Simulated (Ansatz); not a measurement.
# InP (F-43m) in Ansatz: a series of runs

The runs below take InP through elastic constants, band structure, Born charges and dielectric tensor, phonons, with PBEsol, PBEsol0, B3LYP, LDA, PBE.

Everything below comes from runs of Ansatz 0.2.0. Logs are shortened: lines on timing, memory, paths and dates and some standing lists are left out, and cuts for length are marked.

**The experiment to reproduce.**

A printed reference work, data compilation reports, for a bulk crystal of InP at 1.6 K: band gap 1.4236 eV (direct).

From a printed reference work, textbook, for a bulk crystal of InP at 300 K: high-frequency dielectric constant 9.61.

The runs below are set against these values where they give the same quantity.

**1. The crystal as given**

The structure is cubic, space group F-43m (No. 216). Conventional cell: a = 5.861 Å, b = 5.861 Å, c = 5.861 Å, α = 90.00°, β = 90.00°, γ = 90.00°. In (site symmetry -43m) has 4 P at 2.54 Å as nearest neighbours. Around P (site symmetry -43m) lie 4 In at 2.54 Å.

**2. Elastic constants, PBEsol**

input.yaml

```yaml
crystal:
  lattice:
    - [0.0, 2.9305, 2.9305]
    - [2.9305, 0.0, 2.9305]
    - [2.9305, 2.9305, 0.0]
  atoms:
    - { symbol: In, position: [0.0, 0.0, 0.0] }
    - { symbol: P, position: [0.75, 0.75, 0.75] }
hamiltonian:
  xc: pbesol
  pseudopotentials: { kind: paw }
kpoints:
  mp_grid: { grid: [6, 6, 6] }
scf:
  occupations: { method: fixed }
output:
  forces: true
  stress: true
elastic:
  mode: relaxed_ion
  stencil: two_point
```

Potentials or basis: Ansatz PAW.

Started as:

```bash
ansatz run input.yaml --threads 2 --pin off --max-ram 5632MiB --backend cpu --events-out ev --progress --plain --runs-dir out
```

Log:

```text
Warning: RAYON_NUM_THREADS=2 ignored (pool sized by the plan → 2); use --threads N
Engine: ansatz 0.2.0, x86_64-unknown-linux-gnu
Pseudopotentials: kind: paw
Pseudopotential: In, paw, valence charge 13, recommended cutoff 420 eV (normal), In.paw.azcp
Pseudopotential: P, paw, valence charge 5, recommended cutoff 420 eV (normal), P.paw.azcp
Functional definition: PBEsol
  exchange = pbesol_x
  correlation = pbesol_c
Crystal: 2 atoms, lattice volume = 50.333 Å³
Basis set: ecut = 420 eV, 941 PW (Γ), exchange–correlation on 60×60×60 points (8 copies of the dense FFT grid, shifted against one another)
Bands: 13, of which v1, the nominal top of the filled ones, is band 9 counted from 1 (8 counted from 0)
Symmetry: 24 space group operations
Space group: F-43m (ITA 216), of the structure as read, at distance tolerance 3.7e-5 Å
k-points: 16 of 216 (time reversal used)
Non-local potential: In, projectors of the file, l = 0: 2, l = 1: 2, l = 2: 2, l = 3: 2
Non-local potential: P, projectors of the file, l = 0: 2, l = 1: 2, l = 2: 2
PAW form: soft (Blöchl's): semilocal exchange-correlation on the pseudo side does not see the compensation charge
PAW frozen core: In, regenerated for the run's functional, and the local potential with it (the file was generated under x = pbe(κ = 0.804, μ = 0.2195149727645171), c = pbe(β = 0.06672455060314922))
PAW frozen core: P, regenerated for the run's functional, and the local potential with it (the file was generated under x = pbe(κ = 0.804, μ = 0.2195149727645171), c = pbe(β = 0.06672455060314922))
PAW one-centre angular grid: In, 590 points (default); XC on 64 Gauss nodes
PAW one-centre angular grid: P, 110 points (default); XC on 64 Gauss nodes
Initial density: superposition of atomic densities (neutral atoms: chi_scale 0, normalization atom), corrected by the library's trained network
Initial wavefunctions: pseudopotential atomic-orbital guess
Functional: x = pbesol(κ = 0.804, μ = 0.12345679012345678), c = pbesol(β = 0.046)
SCF iter   1: F=—  HF=-6265.861168 eV  |F-HF|=—  |Δ(HF+E_count)|=         —  Δρ=5.15e-3  dr2=2.33e-2  ethr=1.77e-3  ⟨swp⟩=5.1  Hψ=1099  notcnv=0  defer=26
preconditioner: auto → none  [insulator: Δε(μ)=0.573 eV  Ē_g=14.631 eV  n_scr=14 (ndim 8)  ℏωp=22.2 eV  f_vac=0.021  ε∞_Penn≈3.3]
SCF iter   2: F=—  HF=-6265.852778 eV  |F-HF|=—  |Δ(HF+E_count)|=   8.39e-3  Δρ=1.66e-3  dr2=1.26e-3  ethr=1.30e-4  ⟨swp⟩=3.1  Hψ=440  notcnv=0  defer=29
SCF iter   3: F=—  HF=-6265.852484 eV  |F-HF|=—  |Δ(HF+E_count)|=   2.94e-4  Δρ=4.70e-4  dr2=1.33e-4  ethr=6.97e-6  ⟨swp⟩=2.6  Hψ=402  notcnv=0  defer=29
SCF iter   4: F=—  HF=-6265.852498 eV  |F-HF|=—  |Δ(HF+E_count)|=   1.42e-5  Δρ=2.02e-4  dr2=1.61e-5  ethr=7.37e-7  ⟨swp⟩=2.0  Hψ=246  notcnv=0  defer=30
SCF iter   5: F=—  HF=-6265.852509 eV  |F-HF|=—  |Δ(HF+E_count)|=   1.11e-5  Δρ=2.51e-5  dr2=4.53e-7  ethr=8.97e-8  ⟨swp⟩=2.1  Hψ=260  notcnv=0  defer=25
SCF iter   6: F=—  HF=-6265.852508 eV  |F-HF|=—  |Δ(HF+E_count)|=   1.88e-6  Δρ=3.19e-6  dr2=3.23e-9  ethr=2.52e-9  ⟨swp⟩=2.6  Hψ=344  notcnv=0  defer=24
SCF iter   7: F=—  HF=-6265.852508 eV  |F-HF|=—  |Δ(HF+E_count)|=   2.03e-9  Δρ=3.61e-7  dr2=7.27e-11  ethr=1.79e-11  ⟨swp⟩=2.4  Hψ=357  notcnv=0  defer=24
SCF iter   8: F=—  HF=-6265.852508 eV  |F-HF|=—  |Δ(HF+E_count)|=  7.28e-11  Δρ=1.24e-7  dr2=9.76e-12  ethr=4.04e-13 (applied; sched 1.00e-12)  ⟨swp⟩=3.0  Hψ=394  notcnv=0  defer=24
SCF iter   9: F=-6265.852508 eV  HF=-6265.852508 eV  |F-HF|=1.82e-12  |Δ(HF+E_count)|=  3.64e-12  Δρ=6.24e-9  dr2=3.74e-14  ethr=1.00e-12  ⟨swp⟩=8.4  Hψ=1415  notcnv=0
SCF 1 converged in 9 iterations: F = -6265.852508 eV  dr2 = 3.74e-14
Crystal: 2 atoms, lattice volume = 50.233 Å³
Symmetry: 8 space group operations
k-points: 30 of 216 (time reversal used)
Initial density: handed on by an earlier stage of this run
Initial wavefunctions: those handed on with the density
iter 1 solved again at ethr=7.73e-8 eV; its pass at ethr=3.10e-3 eV (dr2=1.39e-5 eV) is discarded
SCF iter   1: F=—  HF=-6265.852075 eV  |F-HF|=—  |Δ(HF+E_count)|=         —  Δρ=1.17e-4  dr2=1.06e-5  ethr=7.73e-8  ⟨swp⟩=3.0  Hψ=2374  notcnv=0  defer=58
preconditioner: auto → none  [insulator: Δε(μ)=0.619 eV  Ē_g=14.653 eV  n_scr=14 (ndim 8)  ℏωp=22.2 eV  f_vac=0.010  ε∞_Penn≈3.3]
SCF iter   2: F=—  HF=-6265.852073 eV  |F-HF|=—  |Δ(HF+E_count)|=   1.60e-6  Δρ=4.83e-5  dr2=1.09e-6  ethr=5.91e-8  ⟨swp⟩=2.0  Hψ=503  notcnv=0  defer=44
SCF iter   3: F=—  HF=-6265.852077 eV  |F-HF|=—  |Δ(HF+E_count)|=   3.63e-6  Δρ=2.12e-5  dr2=1.96e-7  ethr=6.05e-9  ⟨swp⟩=2.7  Hψ=702  notcnv=0  defer=46
SCF iter   4: F=—  HF=-6265.852077 eV  |F-HF|=—  |Δ(HF+E_count)|=   2.75e-8  Δρ=4.31e-6  dr2=6.47e-9  ethr=1.09e-9  ⟨swp⟩=3.0  Hψ=676  notcnv=0  defer=46
SCF iter   5: F=—  HF=-6265.852077 eV  |F-HF|=—  |Δ(HF+E_count)|=   1.52e-9  Δρ=7.82e-7  dr2=1.94e-10  ethr=3.59e-11  ⟨swp⟩=2.5  Hψ=677  notcnv=0  defer=46
SCF iter   6: F=—  HF=-6265.852077 eV  |F-HF|=—  |Δ(HF+E_count)|=  1.76e-10  Δρ=9.19e-8  dr2=2.92e-12  ethr=1.08e-12  ⟨swp⟩=2.1  Hψ=512  notcnv=0  defer=46
[... 29 lines left out ...]
SCF iter   1: F=—  HF=-6265.852477 eV  |F-HF|=—  |Δ(HF+E_count)|=         —  Δρ=7.54e-5  dr2=1.80e-6  ethr=9.55e-9  ⟨swp⟩=3.0  Hψ=3529  notcnv=0  defer=90
preconditioner: auto → none  [insulator: Δε(μ)=0.607 eV  Ē_g=14.645 eV  n_scr=14 (ndim 8)  ℏωp=22.2 eV  f_vac=0.010  ε∞_Penn≈3.3]
SCF iter   2: F=—  HF=-6265.852477 eV  |F-HF|=—  |Δ(HF+E_count)|=   1.77e-7  Δρ=2.89e-5  dr2=2.46e-7  ethr=9.55e-9  ⟨swp⟩=2.4  Hψ=965  notcnv=0  defer=88
[... 31 lines left out ...]
iter 1 solved again at ethr=9.17e-9 eV; its pass at ethr=3.10e-3 eV (dr2=1.65e-6 eV) is discarded
SCF iter   1: F=—  HF=-6265.852477 eV  |F-HF|=—  |Δ(HF+E_count)|=         —  Δρ=7.39e-5  dr2=1.73e-6  ethr=9.17e-9  ⟨swp⟩=3.0  Hψ=3530  notcnv=0  defer=90
SCF iter   2: F=—  HF=-6265.852477 eV  |F-HF|=—  |Δ(HF+E_count)|=   1.96e-7  Δρ=2.83e-5  dr2=2.36e-7  ethr=9.17e-9  ⟨swp⟩=2.4  Hψ=965  notcnv=0  defer=88
SCF iter   3: F=—  HF=-6265.852477 eV  |F-HF|=—  |Δ(HF+E_count)|=   2.77e-8  Δρ=6.97e-6  dr2=1.25e-8  ethr=1.31e-9  ⟨swp⟩=2.0  Hψ=734  notcnv=0  defer=89
SCF iter   4: F=—  HF=-6265.852477 eV  |F-HF|=—  |Δ(HF+E_count)|=  5.43e-10  Δρ=1.02e-6  dr2=2.30e-10  ethr=6.96e-11  ⟨swp⟩=2.0  Hψ=944  notcnv=0  defer=89
SCF iter   5: F=—  HF=-6265.852477 eV  |F-HF|=—  |Δ(HF+E_count)|=  6.55e-11  Δρ=1.54e-7  dr2=1.02e-11  ethr=1.28e-12  ⟨swp⟩=2.1  Hψ=1008  notcnv=0  defer=89
SCF iter   6: F=—  HF=-6265.852477 eV  |F-HF|=—  |Δ(HF+E_count)|=  9.09e-13  Δρ=3.61e-8  dr2=3.22e-13  ethr=5.67e-14 (applied; sched 1.00e-12)  ⟨swp⟩=2.0  Hψ=1001  notcnv=0  defer=89
SCF iter   7: F=-6265.852477 eV  HF=-6265.852477 eV  |F-HF|=0.00e0  |Δ(HF+E_count)|=    0.00e0  Δρ=3.93e-9  dr2=6.86e-15  ethr=1.00e-12  ⟨swp⟩=5.1  Hψ=2036  notcnv=0
SCF 9 converged in 7 iterations: F = -6265.852477 eV  dr2 = 6.86e-15
relax step   2: F+E_penalty+E_count = -6265.85247731 eV  Δ(F+E_penalty+E_count) = -1.677e-5 eV  max|allowed force component| = 3.182e-6 eV/Å  Δτ_max = 0.0010 Å  (7 SCF iters, accepted)
iter 1 solved again at ethr=1.00e-12 eV; its pass at ethr=3.10e-3 eV (dr2=5.19e-13 eV) is discarded
SCF iter   1: F=—  HF=-6265.852477 eV  |F-HF|=—  |Δ(HF+E_count)|=         —  Δρ=2.52e-8  dr2=2.58e-13  ethr=1.00e-12  ⟨swp⟩=2.2  Hψ=3460  notcnv=0  defer=46
SCF iter   2: F=—  HF=-6265.852477 eV  |F-HF|=—  |Δ(HF+E_count)|=   6.71e-7  Δρ=1.91e-8  dr2=2.55e-13  ethr=1.43e-15 (applied; sched 1.00e-12)  ⟨swp⟩=3.1  Hψ=1199  notcnv=0  defer=46
SCF iter   3: F=-6265.852477 eV  HF=-6265.852477 eV  |F-HF|=2.73e-12  |Δ(HF+E_count)|=  1.82e-12  Δρ=9.90e-9  dr2=4.98e-14  ethr=1.00e-12  ⟨swp⟩=3.1  Hψ=2064  notcnv=0
SCF 10 converged in 3 iterations: F = -6265.852477 eV  dr2 = 4.98e-14
SCF converged after 9 iterations
Free energy (F): -6265.852508 eV
Harris-Foulkes:  -6265.852508 eV  (|F-HF|=1.82e-12)
Internal energy: -6265.852508 eV  (E = F + TS)
E sigma→0 (E₀):  -6265.852508 eV
Fermi energy:    6.900620 eV
--- Per-component energies (eV) ---
  E_band       = -53.864655
  E_kinetic    = 313.712794
  E_local      = -1399.099641  (includes V_loc(G=0)·N_el)
  E_nonlocal   = 402.807953
  E_hartree    = 550.409847
  E_xc         = -274.172450
  E_vxc        = -160.248278  (∫ρ·V_xc dr)
  E_paw        = -4639.084751  (= ΣΔE_a)
  E_vpaw       = -311.857208  (= ΣTr[D̂ρ^β])
  E_aug_tail   = 0.000029  (compensation charges beyond the density's cutoff)
  E_ewald      = -1220.708286
  E_core_change = 0.281999  (= ΣΔE_core)
  E_smearing   = -0.000000  (= −TS)
  E_closure    = 0.000000  (closes the sum)
  Σ components = -6265.852508   (vs F -6265.852508, Δ=0.00e0)
--- Forces (eV/Å), atoms counted from 1 ---
  atom   1  In    -0.00000000    -0.00000000     0.00000000
  atom   2  P      0.00000000    -0.00000000    -0.00000000
  max |Σ_I F_I| component: 7.40e-17 eV/Å
--- Stress (GPa, compression-positive) ---
        0.599054       0.000000      -0.000000
        0.000000       0.599054       0.000000
       -0.000000       0.000000       0.599054
  P = ⅓ Tr σ = 0.5991 GPa (5.991 kbar)
--- Band table (eV; the first three rows and the last of 16) ---
  k-point 0: bands = ["-7.2672", "-7.2672", "-7.2672", "-7.1122", "-7.1122", "-4.6459", "6.9006", "6.9006", "6.9006", "7.5144", "10.9069", "10.9069", "10.9069"]
  k-point 1: bands = ["-7.2998", "-7.2546", "-7.2546", "-7.1118", "-7.1118", "-4.3299", "4.6797", "6.5903", "6.5903", "8.6198", "11.3010", "11.3508", "11.3508"]
  k-point 2: bands = ["-7.3599", "-7.2345", "-7.2345", "-7.1053", "-7.1053", "-3.5118", "2.2812", "6.1121", "6.1121", "8.4576", "11.6883", "11.6883", "13.0601"]
  k-point 15: bands = ["-7.4303", "-7.1941", "-7.1694", "-7.1416", "-7.0901", "-2.1712", "1.1951", "4.0477", "4.0668", "10.0711", "10.4496", "13.6012", "13.8675"]
--- Elastic constants: 2 strain directions × 2 members + reference (group order 24) ---
  dense FFT box of the reference and of every strained cell: 30×30×30
  strains applied: 11, 23; error gains: componentwise 1.00 (the most a stress slope's error grows in a printed constant), spectral 1.73 (1 for all six strains in a standard setting)
  C = ∂σ_k/∂η_j (tension-positive GPa; Voigt order 11 22 33 23 13 12):
        97.772     55.830     55.830     -0.000      0.000      0.000
        55.830     97.772     55.830     -0.000     -0.000      0.000
        55.830     55.830     97.772     -0.000      0.000     -0.000
         0.000     -0.000     -0.000     43.402      0.000      0.000
         0.000      0.000     -0.000     -0.000     43.402     -0.000
         0.000     -0.000     -0.000     -0.000     -0.000     43.402
  reference stress σ⁰ (GPa):     -0.599     -0.599     -0.599     -0.000      0.000     -0.000
  C* (energy form; C + prestress term) asymmetry max|C*_kj − C*_jk| = 7.105e-15 GPa — a small one proves nothing (zero by symmetry where the batch's group is 432, −43m or m−3m); a large one is finite-difference/SCF noise where every solve meets its electron count
  moduli (Voigt/Reuss/Hill, GPa): K = 69.81/69.81/69.81   G = 34.43/30.40/32.41   E = 84.21   ν = 0.299
  mechanically stable: yes (min eigenvalue of sym C = 41.94 GPa)
  strain η (Voigt 11):  stress-route row diagonal C_11 = 97.77 GPa, energy-path curvature d²(F+E_count+ΔE)/dδ²/Ω₀ = 97.91 GPa
         δ    σ_11 (GPa)             F (eV)   n_scf  n_hpsi   n_pw
    -2.000e-3      -0.7951       -6265.8520766       7    7408   1002   relax 0 steps, max|allowed force component| 5.20e-17 eV/Å
     2.000e-3      -0.4040       -6265.8528139       5    5875   1002   relax 0 steps, max|allowed force component| 2.78e-16 eV/Å
  strain η (Voigt 23):  stress-route row diagonal C_44 = 43.40 GPa, energy-path curvature d²(F+E_count+ΔE)/dδ²/Ω₀ = 43.79 GPa
         δ    σ_23 (GPa)             F (eV)   n_scf  n_hpsi   n_pw
    -2.000e-3      -0.0868       -6265.8524773       3    7178   1002   relax 3 steps, max|allowed force component| 6.34e-8 eV/Å
     2.000e-3       0.0868       -6265.8524773       3    7198   1002   relax 2 steps, max|allowed force component| 3.18e-6 eV/Å
```

It took 16 s on 2 threads of Intel Xeon at 2.70GHz, shared host; peak memory 0.39 GiB.

What came out:

| Quantity | Value |
| --- | --- |
| Free energy | -6265.8525 eV |
| Pressure | 0.6 GPa |
| Band gap on the k mesh | 0.61 eV, direct |
| Elastic constants C11, C12, C44 | 98, 56, 43 GPa |
| Voigt bulk modulus | 70 GPa |

Elastic tensor in Voigt notation (GPa, in the Cartesian axes of the cell as first typed):
```
98 56 56  0  0  0
56 98 56  0  0  0
56 56 98  0  0  0
 0  0  0 43  0  0
 0  0  0  0 43  0
 0  0  0  0  0 43
```

Caveat: spin-orbit coupling is left out, which moves the levels of the heavy elements; the PAW data sets come from PBE, with cores solved anew for the run's functional, which leaves a small shift of forces and pressure.

**3. Band structure, PBEsol0**

input.yaml

```yaml
crystal:
  lattice:
    - [0.0, 2.9305, 2.9305]
    - [2.9305, 0.0, 2.9305]
    - [2.9305, 2.9305, 0.0]
  atoms:
    - { symbol: In, position: [0.0, 0.0, 0.0] }
    - { symbol: P, position: [0.75, 0.75, 0.75] }
hamiltonian:
  xc: { exchange: pbesol, correlation: pbesol, exx: { coeff: 0.25 } }
  pseudopotentials: { kind: paw }
kpoints:
  mp_grid: { grid: [4, 4, 4] }
  band_path:
    path:
      - [[0.0, 0.0, 0.0], [0.5, 0.0, 0.5], [0.5, 0.25, 0.75], [0.375, 0.375, 0.75], [0.0, 0.0, 0.0], [0.5, 0.5, 0.5], [0.625, 0.25, 0.625], [0.5, 0.25, 0.75], [0.5, 0.5, 0.5], [0.375, 0.375, 0.75]]
      - [[0.625, 0.25, 0.625], [0.5, 0.0, 0.5]]
    npoints: 4
scf:
  occupations: { method: fermi_dirac, width: 0.05 }
  n_extra_bands: 6
output:
  forces: true
  stress: true
  eigenvalues: true
  fatbands: false
```

Potentials or basis: Ansatz PAW.

Started as:

```bash
ansatz run input.yaml --threads 2 --pin off --max-ram 5632MiB --backend cpu --events-out ev --progress --plain --runs-dir out
```

It took 2.4 min on 2 threads of Intel Xeon at 2.70GHz, shared host; peak memory 0.67 GiB.

The run converged. Its results:

| Item | Value |
| --- | --- |
| Free energy | -6294.7403 eV |
| Pressure | -0.4 GPa |
| Band gap on the k mesh | 2.09 eV, direct |
| Band gap along the path | 2.09 eV, direct |

Levels at the corners of the path, in eV from the valence-band top:
| point | band 7 | band 8 | band 9 | band 10 | band 11 | band 12 |
| --- | --- | --- | --- | --- | --- | --- |
| Γ | 0.00 | 0.00 | 0.00 | 2.09 | 5.54 | 5.54 |
| X | -6.38 | -2.61 | -2.61 | 2.93 | 3.60 | 11.06 |
| W | -6.19 | -3.31 | -3.24 | 5.66 | 6.09 | 7.13 |
| K | -6.20 | -3.71 | -2.18 | 3.64 | 5.94 | 9.18 |
| Γ | 0.00 | 0.00 | 0.00 | 2.09 | 5.54 | 5.54 |
| L | -6.39 | -1.09 | -1.09 | 2.86 | 6.29 | 6.29 |
| U | -6.20 | -3.71 | -2.18 | 3.64 | 5.94 | 9.18 |
| W | -6.19 | -3.31 | -3.24 | 5.66 | 6.09 | 7.13 |
| L | -6.39 | -1.09 | -1.09 | 2.86 | 6.29 | 6.29 |
| K | -6.20 | -3.71 | -2.18 | 3.64 | 5.94 | 9.18 |
| U | -6.20 | -3.71 | -2.18 | 3.64 | 5.94 | 9.18 |
| X | -6.38 | -2.61 | -2.61 | 2.93 | 3.60 | 11.06 |

Caveat: the k mesh is coarse (spacing up to 0.46 Å⁻¹), so the values aren't converged, least of all with exact exchange; spin-orbit coupling is left out, which moves the levels of the heavy elements; the PAW data sets come from PBE, with cores solved anew for the run's functional, which leaves a small shift of forces and pressure; the thresholds are loose for stress.

(Part 1 of 3 ends here.)
